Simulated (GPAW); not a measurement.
Crystal: Sb.

```xyz
1
Lattice="-1.8713 1.8713 1.8713 1.8713 -1.8713 1.8713 1.8713 1.8713 -1.8713" Properties=species:S:1:pos:R:3 pbc="T T T"
Sb    0.0000    0.0000    0.0000
```

This isn't the form of Sb at room conditions, which is rhombohedral.

Base run:

```yaml
Program: GPAW 26.7.0
Functional: LDA
Potentials_or_basis: the program's PAW data sets (release 1.2.1) made for this functional
Cutoff: 600 eV
Basis: pw
k_mesh: 10 × 10 × 10
Occupations: fermi-dirac, width 0.05 eV
Spin: no spin polarisation
```

Its results: pressure -1.6 GPa.

Task: The run is repeated on the same cell with these changes: functional from LDA to PBEsol; potentials or basis from the program's PAW data sets (release 1.2.1) made for this functional to PAW data sets generated in the run's folder for this functional. What comes out?

Result: Pressure -0.4 GPa.

Not every run made on this cell is shown here.
